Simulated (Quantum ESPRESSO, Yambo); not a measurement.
# A GW chain in Yambo: ZnSe (Stilleite), part 2 of 3

Wanted: ground state, empty states, screening and self-energy for ZnSe (Stilleite).

Quantum ESPRESSO 7.5 and Yambo 5.3.0; PBE and many-body steps on it, plane waves. Known limits of the many-body steps: not at the basis limit; exchange with frozen shells missing; no spin-orbit coupling; coarse k mesh.

So far. Step 2 (Ground state): The gap is direct, at Γ. Step 3 (Bands along the symmetry lines): The gap is 1.288 eV, as in the run before at this level.

### Step 4. Empty states on the mesh, 4×4×4 mesh, 121 bands

Level of this step: DFT, PBE, plane waves, norm-conserving pseudopotentials (Quantum ESPRESSO).

The sums over transitions need many empty states on a uniform mesh; this step solves for them.

pw.in

```
&control
  calculation = 'nscf'
  prefix = 'x'
  outdir = 'o'
  pseudo_dir = 'pseudo'
/
&system
  ibrav = 0
  nat = 2
  ntyp = 2
  ecutwfc = 78.0
  nbnd = 121
  force_symmorphic = .true.
/
&electrons
  conv_thr = 1e-9
  electron_maxstep = 80
  diago_full_acc = .true.
  diago_thr_init = 5e-6
/
ATOMIC_SPECIES
  Zn 65.38 Zn.upf
  Se 78.971 Se.upf
CELL_PARAMETERS angstrom
  -0.0000000000 2.8338000000 2.8338000000
  2.8338000000 -0.0000000000 2.8338000000
  2.8338000000 2.8338000000 0.0000000000
ATOMIC_POSITIONS crystal
  Zn 0.0000000000 0.0000000000 0.0000000000
  Se 0.2500000000 0.2500000000 0.2500000000
K_POINTS automatic
  4 4 4 0 0 0
```

Started as:

```
OMP_NUM_THREADS=1 mpirun -n 4 pw.x -nk 4 -in pw.in > pw.out
```

The log of the run:

```text
[banner, memory and clock lines left out]
Program PWSCF v.7.5 starts

     Atomic positions and unit cell read from directory:
     o/x.save/

     Message from routine setup:
     using ibrav=0 with symmetry is DISCOURAGED, use correct ibrav instead

     G-vector sticks info

     bravais-lattice index     =            0
     lattice parameter (alat)  =       7.5733  a.u.
     unit-cell volume          =     307.1384 (a.u.)^3
     number of atoms/cell      =            2
     number of atomic types    =            2
     number of electrons       =        36.00
     number of Kohn-Sham states=          121
     kinetic-energy cutoff     =      78.0000  Ry
     charge density cutoff     =     312.0000  Ry
     Exchange-correlation= PBE
                           (   1   4   3   4   0   0   0)

     celldm(1)=   7.573263  celldm(2)=   0.000000  celldm(3)=   0.000000
     celldm(4)=   0.000000  celldm(5)=   0.000000  celldm(6)=   0.000000

     crystal axes: (cart. coord. in units of alat)
               a(1) = (  -0.000000   0.707107   0.707107 )
               a(2) = (   0.707107  -0.000000   0.707107 )
               a(3) = (   0.707107   0.707107   0.000000 )

     reciprocal axes: (cart. coord. in units 2 pi/alat)
               b(1) = ( -0.707107  0.707107  0.707107 )
               b(2) = (  0.707107 -0.707107  0.707107 )
               b(3) = (  0.707107  0.707107 -0.707107 )
     Pseudo is Norm-conserving + core correction, Zval = 20.0
     Generated using ONCVPSP code by D. R. Hamann
     Using radial grid of 1326 points,  6 beta functions with:
     Pseudo is Norm-conserving + core correction, Zval = 16.0
     Generated using ONCVPSP code by D. R. Hamann
     Using radial grid of 1214 points,  6 beta functions with:
     Zn               20.00    65.38000     Zn( 1.00)
     Se               16.00    78.97100     Se( 1.00)

     24 Sym. Ops. (no inversion) found

   Cartesian axes

     site n.     atom                  positions (alat units)
         1        Zn     tau(   1) = (   0.0000000   0.0000000   0.0000000  )
         2        Se     tau(   2) = (   0.3535534   0.3535534   0.3535534  )

     number of k points=     8
                       cart. coord. in units 2pi/alat
        k(    1) = (   0.0000000   0.0000000   0.0000000), wk =   0.0312500
        k(    2) = (   0.1767767   0.1767767  -0.1767767), wk =   0.2500000
        k(    3) = (  -0.3535534  -0.3535534   0.3535534), wk =   0.1250000
[...]
k(    7) = (  -0.7071068   0.0000000   0.0000000), wk =   0.0937500
        k(    8) = (  -0.7071068   0.3535534   0.0000000), wk =   0.1875000

     Dense  grid:    28571 G-vectors     FFT dimensions: (  45,  45,  45)

     The potential is recalculated from file :
     o/x.save/charge-density

     Starting wfcs are   19 randomized atomic wfcs +  102 random wfcs

     Band Structure Calculation

     End of band structure calculation

          k = 0.0000 0.0000 0.0000 (  3527 PWs)   bands (ev):

  -116.8592 -71.0176 -71.0176 -71.0176 -38.5283 -38.5283 -38.5283 -38.5235
   -38.5235  -4.8727   1.8456   1.8456   1.8456   2.2139   2.2139   8.3862
     8.3862   8.3862   9.6743  14.2008  14.2008  14.2008  18.3302  19.8773
[...]
[... 4 further rows ...]
[...]
96.5378

          k = 0.1768 0.1768-0.1768 (  3590 PWs)   bands (ev):

[...]
[... 4 further rows ...]
[...]
101.5327

          k =-0.3536-0.3536 0.3536 (  3582 PWs)   bands (ev):

[...]
68.4274  68.5322  68.5322  68.5877  69.5989  70.1077  72.7406  72.7406
     [... 4 further rows ...]
    96.4430  96.4820  96.6416  96.6416  97.7734  97.7734  97.8956 100.2529
   100.2529

          k = 0.3536 0.0000 0.0000 (  3591 PWs)   bands (ev):

     [... further k-points ...]

     highest occupied, lowest unoccupied level (ev):     8.3862    9.6743

     XML data file, pseudopotentials, collected wavefunctions
```

It took 7.7 s on 4 MPI ranks of Arm Neoverse V1, shared host; peak memory 0.34 GiB; 31 s of CPU time.

Numbers from this step:

- gap: 1.288 eV
- k of the valence top: 0, 0, 0
- k of the conduction bottom: 0, 0, 0
- least direct gap: 1.288 eV
- k points computed: 8
- lowest point of the top converged band, above the valence top: 88.1516 eV

On this mesh the gap is 1.288 eV.

### Step 5. Conversion and set-up

This step: Yambo 5.3.0; conversion and set-up on PBE, plane waves, norm-conserving pseudopotentials.

The states are converted to the many-body program's format and the q mesh is built.

Started as:

```
(cd o/x.save; p2y > p2y.log; mv SAVE ../..); yambo > setup.log
```

The log of the run:

```text
 Yambo, version 5.3.0

 [02] CORE Variables Setup
 =========================

  [02.01] Unit cells
  ==================

  Cell kind             :  FCC
  Atoms in the cell     :  Zn  Se
  number of Zn atoms    :  1
  number of Se atoms    :  1

  List of atomic masses
  Mass of Zn    :  65.38000
  Mass of Se    :  78.97100

  List of atomic coordinates    : [cc]
  Zn1       :  0.000000  0.000000  0.000000  order 1
  Se1       :  2.677553  2.677553  2.677553  order 2

  Alat factors          :  5.355106  5.355106  5.355106 [a.u.]
  Direct lattice volume :  307.1384 [a.u.]
  Direct lattice vectors:  A[ 1 ]  A[ 2 ]  A[ 3 ]
   A[ 1 ]: -0.000000  1.000000  1.000000  [iru]
  -0.000000  5.355106  5.355106  [cc]
   A[ 2 ]:  1.000000 -0.000000  1.000000  [iru]
   5.355106 -0.000000  5.355106  [cc]
   A[ 3 ]:  1.000000  1.000000  0.000000  [iru]
   5.355106  5.355106  0.000000  [cc]

  Recip. lattice volume :  0.807617 [a.u.]
  Recip. lattice vectors:  B[ 1 ]  B[ 2 ]  B[ 3 ]
   B[ 1 ]: -0.500000  0.500000  0.500000  [iku]
  -0.586654  0.586654  0.586654  [cc]
   B[ 2 ]:  0.500000 -0.500000  0.500000  [iku]
   0.586654 -0.586654  0.586654  [cc]
   B[ 3 ]:  0.500000  0.500000 -0.500000  [iku]
   0.586654  0.586654 -0.586654  [cc]

  [02.02] Symmetries
  ==================

  Inversion symmetry    : yes
  Spatial inversion     : no
  Inversion index       :  25
  K-space Time-reversal : yes
  Magnetic symmetries   : no
  Time-reversal derived K-space symmetries:   25   48
  Group table correct   : yes
  Symmetries units      :  [cc]

   [S  1]:   1.0000      0.12943E-16  0.12943E-16  0.12943E-16   1.0000     -0.12943E-16 -0.12943E-16 -0.12943E-16   1.0000
   [S  2]:  -1.0000     -0.12943E-16  0.12943E-16 -0.12943E-16  -1.0000     -0.12943E-16  0.12943E-16  0.12943E-16   1.0000
   [S  3]:  -1.0000      0.12943E-16 -0.12943E-16 -0.12943E-16   1.0000      0.12943E-16  0.12943E-16 -0.12943E-16  -1.0000
[...]
[S  9]:  0.12943E-16   1.0000      0.12943E-16 -0.12943E-16  0.12943E-16   1.0000       1.0000     -0.12943E-16 -0.12943E-16
   [S 10]:  0.12943E-16  -1.0000     -0.12943E-16 -0.12943E-16 -0.12943E-16  -1.0000       1.0000      0.12943E-16  0.12943E-16
     [... 36 further rows ...]
   [S*47]:   1.0000      0.12943E-16 -0.12943E-16  0.12943E-16 -0.12943E-16  -1.0000     -0.12943E-16   1.0000      0.12943E-16
   [S*48]:   1.0000     -0.12943E-16  0.12943E-16  0.12943E-16  0.12943E-16   1.0000     -0.12943E-16  -1.0000     -0.12943E-16

  [02.03] Reciprocal space
  ========================

  nG shells         :  304
  nG charge         :  28571
  nG WFs            :   4433
  nC WFs            :   3591
  G-vecs. in first 30 shells:  [ Number ]
     1    9   15   27   51   59   65   89  113
    137   169   181   229   259   283   307   331   339
    387   411   459   531   537   561   609   645   701
    725   749   821
  ...
[...]
K/Q-points units:
  rlu = crystal or reduced units; cc = cartesian coordinates; iku = interal k-units

  K [1]          [rlu]:  0.000000  0.000000  0.000000
         WF components:   3527
  K [2]          [rlu]:  0.33641E-17  0.33641E-17  0.25000
         WF components:   3590
  K [3]          [rlu]: -0.67283E-17 -0.67283E-17 -0.50000
         WF components:   3582
  K [4]          [rlu]: -0.60307E-17  0.25000      0.25000
         WF components:   3591
  K [5]          [rlu]: -0.10092E-16  0.25000     -0.50000
         WF components:   3570
  [... 2 further k-points ...]
  K [8]          [rlu]:  0.250000 -0.500000 -0.250000
         WF components:   3552

  [02.05] Energies & Occupations
  ==============================

  [X] === General ===
  [X] Electronic Temperature                        :  0.000000  0.000000 [eV K]
  [X] Bosonic    Temperature                        :  0.000000  0.000000 [eV K]
  [X] Finite Temperature mode                       : no
  [X] El. density                                   :  0.79098E+24 [cm-3]
  [X] Fermi Level                                   :  8.386209 [eV]

  [X] === Gaps and Widths ===
  [X] Conduction Band Min                           :  1.288098 [eV]
  [X] Valence Band Max                              :  0.000000 [eV]
  [X] Filled Bands                                  :  18
  [X] Empty Bands                                   :   19  121
  [X] Direct Gap                                    :  1.288098 [eV]
  [X] Direct Gap localized at k                     :  1
  [X] Indirect Gap                                  :  1.288098 [eV]
  [X] Indirect Gap between kpts                     :  1  1
  [X] Last valence band width                       :  2.657489 [eV]
  [X] 1st conduction band width                     :  4.196724 [eV]

  E @ K [1]:  [eV]
  -125.2454  -79.4038  -79.4038  -79.4038  -46.9145  -46.9145  -46.9145  -46.9097
   -46.9097     -13.2589     -6.54058     -6.54058     -6.54058     -6.17228     -6.17228    -0.260986E-8
  -0.148099E-8   0.00000      1.28810      5.81455      5.81455      5.81455      9.94396      11.4911
[...]
occ @ K [1]
[...]
E @ K [2]:  [eV]
[...]
occ @ K [2]
[...]
E @ K [3]:  [eV]
[...]
occ @ K [3]
[...]
E @ K [4]:  [eV]
[...]
occ @ K [4]
[...]
E @ K [5]:  [eV]
[...]
occ @ K [5]
[...]
[... 2 further k-points ...]
  E @ K [8]:  [eV]
[...]
occ @ K [8]
[...]
0.000000  0.000000  0.000000  0.000000  0.000000  0.000000  0.000000  0.000000
   0.000000  0.000000  0.000000  0.000000  0.000000  0.000000  0.000000  0.000000

 [03] Transferred momenta grid and indexing
 ==========================================

 IBZ Q-points                                      :   8
 BZ  Q-points                                      :   64

 K/Q-points units:
 rlu = crystal or reduced units; cc = cartesian coordinates; iku = interal k-units

 Q [1]          [rlu]:  0.000000  0.000000  0.000000
 Q [2]          [rlu]:  0.33641E-17  0.33641E-17  0.25000
 Q [3]          [rlu]: -0.67283E-17 -0.67283E-17 -0.50000
[...]
Q [7]          [rlu]:  0.12061E-16 -0.50000     -0.50000
 Q [8]          [rlu]:  0.250000 -0.500000 -0.250000

  [03.01] X indexes
  =================

   [03.01.01] Sigma indexes
   ========================

 [06] Game Over & Game summary
```

Elapsed: 2.5 s, on 1 MPI rank; peak memory 0.25 GiB.

[end of part 2 of 3]

[Paths, hosts, dates, memory and timing lines, banners, echoed tables and standing remarks are left out of the program output.]

[Logs are printed without paths, hosts, clocks, repeated set-up lines and the standing remarks that a program may print on its own settings, such as how far it seeks lower states.]

[Runs of the session that timed out or met a known fault of the program may be left out.]

[Hosts, paths, dates, database ids (printed as entryN), source tags and the programs' standing remarks are cut or masked in the printed files.]
